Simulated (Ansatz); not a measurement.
Runs of Ansatz 0.2.0 on Cl. Symmetry: Cmce, No. 64, orthorhombic system. The conventional cell has a = 6.290 Å, b = 4.500 Å, c = 8.210 Å, α = 90.00°, β = 90.00°, γ = 90.00°. Cl (site symmetry m) is surrounded by 1 Cl at 2.02 Å. 

```csv
task,level,cell,k mesh,cutoff (eV),smearing,points for each segment of the path,mesh quality,gap on the mesh (eV),pressure (GPa),relaxed volume (Å³/atom)
relaxation of cell and atoms,BLYP,relaxed,7 × 7 × 4,420,fermi-dirac 0.05 eV,-,not flagged,2.24,0.0,(a)
phonons,PBE,as given,5 × 5 × 3,420,fixed,-,not flagged,2.50,-,-
band structure,r2SCANh,as given,4 × 4 × 2,500,fermi-dirac 0.05 eV,4,coarse,3.74,-,-
relaxation of cell and atoms,PBEsol+D3(BJ)+ATM,relaxed,7 × 7 × 4,420,fermi-dirac 0.05 eV,-,not flagged,2.00,0.0,(b)
relaxation of cell and atoms,BLYP+D3(BJ),relaxed,7 × 7 × 4,420,fermi-dirac 0.05 eV,-,not flagged,(c),0.0,25.97
```

Alike in all rows: potentials or basis Ansatz PAW; no spin polarisation.

Problem. Estimate the missing entries.

Solution. (a) 55.22; (b) 24.08; (c) 2.06.

Caveats: some runs use coarse meshes; the PAW data sets come from PBE, with cores solved anew for the run's functional, which leaves a small shift of forces and pressure (some runs); the plane-wave basis is chosen anew once the cell has moved, so the energies of steps on either side of that aren't comparable (some runs); the potentials were made for another functional, which shifts forces and pressure (some runs); the volume moved by over 15 % at a fixed basis, so the end points are rough (some runs); odd divisions of the mesh miss points on the zone boundary, where band edges often lie, so the gap on the mesh can be too wide (some runs); the volume moved by +90 % from the deposited cell, more than functionals usually miss (some runs); some modes are imaginary (some runs).

A k mesh can miss the band edges.

Not every run made on this cell is shown here.
